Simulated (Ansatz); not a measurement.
# MgS (Niningerite) (Fm-3m) in Ansatz: further runs

Aim: see how the results for MgS (Niningerite) move with the level of theory and the settings. Levels: r2SCAN, PBEsol. Tasks: band structure, single point, equation of state.

Program: Ansatz 0.2.0. These are calculated values, not measurements. Logs are shortened: lines on timing, memory, paths and dates and some standing lists are left out, and cuts for length are marked.

### 1 The structure

It takes space group Fm-3m (No. 225, cubic). The conventional cell has a = 5.203 Å, b = 5.203 Å, c = 5.203 Å, α = 90.00°, β = 90.00°, γ = 90.00°. Around S (site symmetry m-3m) lie 6 Mg at 2.60 Å. Mg (site symmetry m-3m) is surrounded by 6 S at 2.60 Å.

### 2 Band structure, r2SCAN

File input.yaml:

```yaml
crystal:
  lattice:
    - [0.0, 2.60165, 2.60165]
    - [2.60165, 0.0, 2.60165]
    - [2.60165, 2.60165, 0.0]
  atoms:
    - { symbol: S, position: [0.5, 0.5, 0.5] }
    - { symbol: Mg, position: [0.0, 0.0, 0.0] }
hamiltonian:
  xc: r2scan
  pseudopotentials: { kind: paw }
kpoints:
  mp_grid: { grid: [9, 9, 9] }
  band_path:
    path:
      - [[0.0, 0.0, 0.0], [0.5, 0.0, 0.5], [0.5, 0.25, 0.75], [0.375, 0.375, 0.75], [0.0, 0.0, 0.0], [0.5, 0.5, 0.5], [0.625, 0.25, 0.625], [0.5, 0.25, 0.75], [0.5, 0.5, 0.5], [0.375, 0.375, 0.75]]
      - [[0.625, 0.25, 0.625], [0.5, 0.0, 0.5]]
    npoints: 14
scf:
  occupations: { method: fermi_dirac, width: 0.05 }
  n_extra_bands: 6
output:
  forces: true
  stress: true
  eigenvalues: true
  fatbands: false
```

Potentials or basis: Ansatz PAW.

Started as:

```bash
> ansatz run input.yaml --threads 2 --pin off --max-ram 5632MiB --backend cpu --events-out ev --progress --plain --runs-dir out
```

Output:

```text
Warning: RAYON_NUM_THREADS=2 ignored (pool sized by the plan → 2); use --threads N
scf.n_extra_bands = 6 over 8 filled bands (N_el = 16.0): the run solves 14 bands
Engine: ansatz 0.2.0, aarch64-unknown-linux-gnu
Pseudopotentials: kind: paw
Pseudopotential: S, paw, valence charge 6, recommended cutoff 500 eV (meta_gga), S.paw.azcp
Pseudopotential: Mg, paw, valence charge 10, recommended cutoff 500 eV (meta_gga), Mg.paw.azcp
Functional definition: r2SCAN
  parameter k0 = 0.174
  parameter k1 = 0.065
  parameter a1 = 4.9479
  exchange = r2scan_x(k0 = k0, k1 = k1, a1 = a1)
  correlation = r2scan_c
Crystal: 2 atoms, lattice volume = 35.219 Å³
Basis set: ecut = 500 eV, 893 PW (Γ), exchange–correlation on 108×108×108 points (64 copies of the dense FFT grid, shifted against one another)
Bands: 14, of which v1, the nominal top of the filled ones, is band 8 counted from 1 (7 counted from 0)
Symmetry: 48 space group operations
Space group: Fm-3m (ITA 225), of the structure as read, at distance tolerance 3.3e-5 Å
k-points: 35 of 729
Non-local potential: S, projectors of the file, l = 0: 2, l = 1: 2, l = 2: 2
Non-local potential: Mg, projectors of the file, l = 0: 3, l = 1: 2, l = 2: 1
PAW form: soft (Blöchl's): semilocal exchange-correlation on the pseudo side does not see the compensation charge
PAW frozen core: S, regenerated for the run's functional (the file was generated under x = pbe(κ = 0.804, μ = 0.2195149727645171), c = pbe(β = 0.06672455060314922))
PAW frozen core: Mg, regenerated for the run's functional (the file was generated under x = pbe(κ = 0.804, μ = 0.2195149727645171), c = pbe(β = 0.06672455060314922))
PAW one-centre angular grid: S, 302 points (default); XC on 160 Gauss nodes
PAW one-centre angular grid: Mg, 302 points (default); XC on 224 Gauss nodes
Initial density: superposition of atomic densities (neutral atoms: chi_scale 0, normalization atom), corrected by the library's trained network
Initial wavefunctions: pseudopotential atomic-orbital guess
Functional: x = r2scan, c = r2scan; τ floored in thin density (d = 2e-4 eV/Å³)
SCF iter   1: F=—  HF=-2835.529584 eV  |F-HF|=—  |Δ(HF+E_count)|=         —  Δρ=6.98e-3  dr2=6.58e-3  dr2_τ=7.38e-3  ethr=1.77e-3  ⟨swp⟩=5.6  Hψ=2987  notcnv=0  defer=9
preconditioner: auto → none  [insulator: Δε(μ)=3.527 eV  Ē_g=14.381 eV  σ=0.050 eV  W_gap=1.00  n_scr=8 (ndim 8)  ℏωp=17.7 eV  f_vac=0.000  D(μ)=0.00/eV (n_scr^D=0)  ε∞_Penn≈2.5]
SCF iter   2: F=—  HF=-2835.575873 eV  |F-HF|=—  |Δ(HF+E_count)|=   4.63e-2  Δρ=2.91e-3  dr2=2.07e-3  dr2_τ=5.13e-5  ethr=4.11e-5  ⟨swp⟩=2.0  Hψ=1201  notcnv=0  defer=59
SCF iter   3: F=—  HF=-2835.576188 eV  |F-HF|=—  |Δ(HF+E_count)|=   3.15e-4  Δρ=8.12e-4  dr2=1.91e-4  dr2_τ=1.82e-5  ethr=1.29e-5  ⟨swp⟩=2.1  Hψ=582  notcnv=0  defer=59
SCF iter   4: F=—  HF=-2835.576145 eV  |F-HF|=—  |Δ(HF+E_count)|=   4.33e-5  Δρ=1.35e-4  dr2=3.64e-6  dr2_τ=4.99e-7  ethr=1.20e-6  ⟨swp⟩=2.1  Hψ=558  notcnv=0  defer=59
SCF iter   5: F=—  HF=-2835.576149 eV  |F-HF|=—  |Δ(HF+E_count)|=   4.46e-6  Δρ=1.18e-5  dr2=1.63e-8  dr2_τ=3.74e-9  ethr=2.27e-8  ⟨swp⟩=2.7  Hψ=668  notcnv=0  defer=59
SCF iter   6: F=-2835.576149 eV  HF=-2835.576149 eV  |F-HF|=7.47e-9  |Δ(HF+E_count)|=   2.92e-8  Δρ=4.97e-6  dr2=8.74e-9  dr2_τ=3.97e-10  ethr=1.02e-10  ⟨swp⟩=6.1  Hψ=2116  notcnv=0
SCF 1 converged in 6 iterations: F = -2835.576149 eV  dr2 = 8.74e-9
NSCF: frozen V_eff on 142 k-points
SCF converged after 6 iterations
Free energy (F): -2835.576149 eV
Harris-Foulkes:  -2835.576149 eV  (|F-HF|=7.47e-9)
Internal energy: -2835.576149 eV  (E = F + TS)
E sigma→0 (E₀):  -2835.576149 eV
Fermi energy:    7.962153 eV
--- Per-component energies (eV) ---
  E_band       = -349.387028
  E_kinetic    = 184.895097
  E_local      = -1667.168644  (includes V_loc(G=0)·N_el)
  E_nonlocal   = 123.582137
  E_hartree    = 593.956075
  E_xc         = -120.722549
  E_vxc        = -136.251628  (∫ρ·V_xc dr)
  E_paw        = -906.242269  (= ΣΔE_a)
  E_vpaw       = -49.339873  (= ΣTr[D̂ρ^β])
  E_aug_tail   = -0.000001  (compensation charges beyond the density's cutoff)
  E_vtau       = 6.985462  (kinetic-family band-sum trace: ∫τ·v_τ [+ j·A + Jᵃ·Aᵃ] dr)
  E_ewald      = -1043.740020
  E_core_change = -0.135975  (= ΣΔE_core)
  E_smearing   = -0.000000  (= −TS)
  E_closure    = -0.000000  (closes the sum)
  Σ components = -2835.576149   (vs F -2835.576149, Δ=0.00e0)
--- Forces (eV/Å), atoms counted from 1 ---
  atom   1  S      0.00000000    -0.00000000    -0.00000000
  atom   2  Mg    -0.00000000     0.00000000     0.00000000
  max |Σ_I F_I| component: 4.19e-30 eV/Å
--- Stress (GPa, compression-positive) ---
       -0.009798       0.000000       0.000000
        0.000000      -0.009798      -0.000000
       -0.000000      -0.000000      -0.009798
  P = ⅓ Tr σ = -0.0098 GPa (-0.098 kbar)
--- Band table (eV; the first three rows and the last of 35) ---
  k-point 0: bands = ["-71.3920", "-36.4906", "-36.4906", "-36.4906", "-7.0267", "6.1588", "6.1588", "6.1588", "10.7993", "14.6413", "14.6413", "14.6413", "16.9972", "16.9972"]
  k-point 1: bands = ["-71.3919", "-36.4914", "-36.4907", "-36.4907", "-6.9027", "5.3289", "6.0736", "6.0736", "11.4388", "14.3996", "14.8674", "14.8674", "16.5118", "16.5118"]
  k-point 2: bands = ["-71.3918", "-36.4933", "-36.4909", "-36.4909", "-6.5594", "3.7587", "5.8748", "5.8748", "11.9099", "14.7204", "14.7204", "14.9242", "16.7477", "16.7477"]
  k-point 34: bands = ["-71.3916", "-36.4951", "-36.4943", "-36.4929", "-5.2989", "2.5734", "3.1390", "4.0484", "12.0064", "14.1525", "14.5577", "16.0073", "20.7609", "21.0893"]
```

Run time: 4.8 s. Hardware: 2 threads of Arm Neoverse N1, shared host; peak memory 0.36 GiB.

What came out:

* Free energy: -2835.5761 eV
* Pressure: 0.0 GPa
* Band gap on the k mesh: 3.59 eV, indirect (least direct gap 4.64 eV)
* Band gap along the path: 3.46 eV, indirect (least direct gap 4.64 eV)

Levels at the corners of the path, in eV from the valence-band top:
```csv
point,band 6,band 7,band 8,band 9,band 10,band 11
Γ,0.00,0.00,0.00,4.64,8.48,8.48
X,-4.27,-1.73,-1.73,3.46,4.91,13.15
W,-3.28,-3.28,-2.34,5.92,8.59,8.59
K,-3.75,-3.20,-1.40,4.56,7.32,10.39
Γ,0.00,0.00,0.00,4.64,8.48,8.48
L,-4.87,-0.62,-0.62,5.21,7.49,7.49
U,-3.75,-3.20,-1.40,4.56,7.32,10.39
W,-3.28,-3.28,-2.34,5.92,8.59,8.59
L,-4.87,-0.62,-0.62,5.21,7.49,7.49
K,-3.75,-3.20,-1.40,4.56,7.32,10.39
U,-3.75,-3.20,-1.40,4.56,7.32,10.39
X,-4.27,-1.73,-1.73,3.46,4.91,13.15
```

Caveat: the k mesh misses the band edges, so the gap on the mesh is wider than the one along the path; the PAW data sets come from PBE, with cores solved anew for the run's functional, which leaves a small shift of forces and pressure. r2SCAN opens gaps a little over a GGA but as a rule still falls short of measured ones.

### 3 Single point, PBEsol, 16.55 Å³/atom (volume scaled by 0.94)

File input.yaml:

```yaml
crystal:
  lattice:
    - [0.0, 2.5485401997, 2.5485401997]
    - [2.5485401997, 0.0, 2.5485401997]
    - [2.5485401997, 2.5485401997, 0.0]
  atoms:
    - { symbol: S, position: [0.5, 0.5, 0.5] }
    - { symbol: Mg, position: [0.0, 0.0, 0.0] }
hamiltonian:
  xc: pbesol
  pseudopotentials: { kind: paw }
kpoints:
  mp_grid: { grid: [9, 9, 9] }
scf:
  occupations: { method: fermi_dirac, width: 0.05 }
output:
  forces: true
  stress: true
  eigenvalues: true
```

Potentials or basis: Ansatz PAW.

Started as:

```bash
> ansatz run input.yaml --threads 2 --pin off --max-ram 5632MiB --backend cpu --events-out ev --progress --plain --runs-dir out
```

Run time: 0.96 s. Hardware: 2 threads of Arm Neoverse N1, shared host; peak memory 0.27 GiB.

Results (log left out):

```
Free energy            : -2799.8963 eV
Pressure               : 4.3 GPa
Band gap on the k mesh : 2.96 eV, indirect (least direct gap 4.09 eV)
```

Caveat: odd divisions of the mesh miss points on the zone boundary, where band edges often lie, so the gap on the mesh can be too wide; the PAW data sets come from PBE, with cores solved anew for the run's functional, which leaves a small shift of forces and pressure.

### 4 Single point, PBEsol, 16.91 Å³/atom (volume scaled by 0.96)

input.yaml: that of step 3 with these lines changed.

```diff
@@ -2,5 +2,5 @@
   lattice:
-    - [0.0, 2.5485401997, 2.5485401997]
-    - [2.5485401997, 0.0, 2.5485401997]
-    - [2.5485401997, 2.5485401997, 0.0]
+    - [0.0, 2.5664882573, 2.5664882573]
+    - [2.5664882573, 0.0, 2.5664882573]
+    - [2.5664882573, 2.5664882573, 0.0]
   atoms:
```

Started as:

```bash
> ansatz run input.yaml --threads 2 --pin off --max-ram 5632MiB --backend cpu --events-out ev --progress --plain --runs-dir out
```

It took 0.99 s on 2 threads of Arm Neoverse N1, shared host; peak memory 0.27 GiB.

It converged, with:

| Item | Value |
| --- | --- |
| Free energy | -2799.9108 eV |
| Pressure | 2.4 GPa |
| Band gap on the k mesh | 2.91 eV, indirect (least direct gap 3.92 eV) |

Caveat: odd divisions of the mesh miss points on the zone boundary, where band edges often lie, so the gap on the mesh can be too wide; the PAW data sets come from PBE, with cores solved anew for the run's functional, which leaves a small shift of forces and pressure.

### 5 Single point, PBEsol, 17.26 Å³/atom (volume scaled by 0.98)

input.yaml: that of step 4 with these lines changed.

```diff
@@ -2,5 +2,5 @@
   lattice:
-    - [0.0, 2.5664882573, 2.5664882573]
-    - [2.5664882573, 0.0, 2.5664882573]
-    - [2.5664882573, 2.5664882573, 0.0]
+    - [0.0, 2.5841887356, 2.5841887356]
+    - [2.5841887356, 0.0, 2.5841887356]
+    - [2.5841887356, 2.5841887356, 0.0]
   atoms:
```

Started as:

```bash
> ansatz run input.yaml --threads 2 --pin off --max-ram 5632MiB --backend cpu --events-out ev --progress --plain --runs-dir out
```

It took 0.97 s on 2 threads of Arm Neoverse N1, shared host; peak memory 0.27 GiB.

It converged, with:

* Free energy: -2799.9173 eV
* Pressure: 0.6 GPa
* Band gap on the k mesh: 2.87 eV, indirect (least direct gap 3.75 eV)

Caveat: odd divisions of the mesh miss points on the zone boundary, where band edges often lie, so the gap on the mesh can be too wide; the PAW data sets come from PBE, with cores solved anew for the run's functional, which leaves a small shift of forces and pressure.

### 6 Single point, PBEsol, 17.61 Å³/atom

input.yaml: that of step 5 with these lines changed.

```diff
@@ -2,5 +2,5 @@
   lattice:
-    - [0.0, 2.5841887356, 2.5841887356]
-    - [2.5841887356, 0.0, 2.5841887356]
-    - [2.5841887356, 2.5841887356, 0.0]
+    - [0.0, 2.60165, 2.60165]
+    - [2.60165, 0.0, 2.60165]
+    - [2.60165, 2.60165, 0.0]
   atoms:
```

Potentials or basis: Ansatz PAW.

Started as:

```bash
> ansatz run input.yaml --threads 2 --pin off --max-ram 5632MiB --backend cpu --events-out ev --progress --plain --runs-dir out
```

Wall time 1.1 s (2 threads of Arm Neoverse N1, shared host); peak memory 0.27 GiB.

Results (log left out):

| Item | Value |
| --- | --- |
| Free energy | -2799.9166 eV |
| Pressure | -0.9 GPa |
| Band gap on the k mesh | 2.83 eV, indirect (least direct gap 3.59 eV) |

Caveat: odd divisions of the mesh miss points on the zone boundary, where band edges often lie, so the gap on the mesh can be too wide; the PAW data sets come from PBE, with cores solved anew for the run's functional, which leaves a small shift of forces and pressure.

### 7 Single point, PBEsol, 17.96 Å³/atom (volume scaled by 1.02)

input.yaml: that of step 6 with these lines changed.

```diff
@@ -2,5 +2,5 @@
   lattice:
-    - [0.0, 2.60165, 2.60165]
-    - [2.60165, 0.0, 2.60165]
-    - [2.60165, 2.60165, 0.0]
+    - [0.0, 2.6188799723, 2.6188799723]
+    - [2.6188799723, 0.0, 2.6188799723]
+    - [2.6188799723, 2.6188799723, 0.0]
   atoms:
@@ -19 +19,5 @@
   eigenvalues: true
+  write_density: true
+  write_potential: true
+  elf: true
+  volumetric_format: npy
```

Started as:

```bash
> ansatz run input.yaml --threads 2 --pin off --max-ram 5632MiB --backend cpu --events-out ev --progress --plain --runs-dir out
```

Wall time 1.4 s (2 threads of Arm Neoverse N1, shared host); peak memory 0.28 GiB.

The run converged. Its results:

* Free energy: -2799.9093 eV
* Pressure: -2.3 GPa
* Band gap on the k mesh: 2.79 eV, indirect (least direct gap 3.44 eV)

Caveat: odd divisions of the mesh miss points on the zone boundary, where band edges often lie, so the gap on the mesh can be too wide; the PAW data sets come from PBE, with cores solved anew for the run's functional, which leaves a small shift of forces and pressure.

### 8 Single point, PBEsol, 18.31 Å³/atom (volume scaled by 1.04)

File input.yaml:

```yaml
crystal:
  lattice:
    - [0.0, 2.6358861629, 2.6358861629]
    - [2.6358861629, 0.0, 2.6358861629]
    - [2.6358861629, 2.6358861629, 0.0]
  atoms:
    - { symbol: S, position: [0.5, 0.5, 0.5] }
    - { symbol: Mg, position: [0.0, 0.0, 0.0] }
hamiltonian:
  xc: pbesol
  pseudopotentials: { kind: paw }
kpoints:
  mp_grid: { grid: [9, 9, 9] }
scf:
  occupations: { method: fermi_dirac, width: 0.05 }
output:
  forces: true
  stress: true
  eigenvalues: true
```

Started as:

```bash
> ansatz run input.yaml --threads 2 --pin off --max-ram 5632MiB --backend cpu --events-out ev --progress --plain --runs-dir out
```

Run time: 1.1 s. Hardware: 2 threads of Arm Neoverse N1, shared host; peak memory 0.27 GiB.

Results (log left out):

```
Free energy            : -2799.8961 eV
Pressure               : -3.6 GPa
Band gap on the k mesh : 2.75 eV, indirect (least direct gap 3.30 eV)
```

Caveat: odd divisions of the mesh miss points on the zone boundary, where band edges often lie, so the gap on the mesh can be too wide; the PAW data sets come from PBE, with cores solved anew for the run's functional, which leaves a small shift of forces and pressure.

### 9 Single point, PBEsol, 18.67 Å³/atom (volume scaled by 1.06)

input.yaml: that of step 8 with these lines changed.

```diff
@@ -2,5 +2,5 @@
   lattice:
-    - [0.0, 2.6358861629, 2.6358861629]
-    - [2.6358861629, 0.0, 2.6358861629]
-    - [2.6358861629, 2.6358861629, 0.0]
+    - [0.0, 2.6526756995, 2.6526756995]
+    - [2.6526756995, 0.0, 2.6526756995]
+    - [2.6526756995, 2.6526756995, 0.0]
   atoms:
@@ -19 +19,5 @@
   eigenvalues: true
+  write_density: true
+  write_potential: true
+  elf: true
+  volumetric_format: npy
```

Potentials or basis: Ansatz PAW.

Started as:

```bash
> ansatz run input.yaml --threads 2 --pin off --max-ram 5632MiB --backend cpu --events-out ev --progress --plain --runs-dir out
```

Wall time 1.5 s (2 threads of Arm Neoverse N1, shared host); peak memory 0.28 GiB.

The run converged. Its results:

* Free energy: -2799.8776 eV
* Pressure: -4.8 GPa
* Band gap on the k mesh: 2.71 eV, indirect (least direct gap 3.16 eV)

Caveat: odd divisions of the mesh miss points on the zone boundary, where band edges often lie, so the gap on the mesh can be too wide; the PAW data sets come from PBE, with cores solved anew for the run's functional, which leaves a small shift of forces and pressure.

### 10 Equation of state, PBEsol

This step only gathers the single runs of the series.

What came out:

```
Equilibrium volume                      : 17.39 Å³/atom
Bulk modulus                            : 78 GPa
Pressure derivative of the bulk modulus : 4.1
```

Energy against volume, from the lowest point:
```csv
volume (Å³/atom),energy (meV/atom)
16.553,10.52
16.905,3.25
17.257,0.00
17.609,0.37
17.962,4.01
18.314,10.60
18.666,19.85
```
